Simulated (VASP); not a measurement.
KI:

```
K I
1.0
     4.29094    0.00000    0.00000
     0.00000    4.29094    0.00000
     0.00000    0.00000    4.29094
K I
1 1
Direct
  0.00000 0.00000 0.00000
  0.50000 0.50000 0.50000
```

The cell was built by a generator and needn't be a form met in nature.

Base run:

- Program: VASP 6.6.1
- Functional: r2SCAN
- Potentials or basis: VASP PAW PBE potentials, release 64 (K_sv, I)
- Cutoff: 520 eV
- k mesh: 4 × 4 × 4
- Occupations: gaussian, width 0.01 eV
- Spin: no spin polarisation

Its results: band gap on the k mesh 4.04 eV, indirect (least direct gap 4.41 eV); pressure 0.1 GPa.

Q: The run is repeated on the same cell with these changes: functional from r2SCAN to HSE06. What comes out?

A: Band gap on the k mesh 4.30 eV, indirect (least direct gap 4.69 eV); pressure 0.3 GPa.

HSE06 gives the wider gap, since exact exchange removes part of the self-interaction.

Caveats: the PAW data sets were made with another functional, which shifts forces and pressure a little; spin-orbit coupling is left out, which moves the levels of the heavy elements.

A k mesh can miss the band edges.
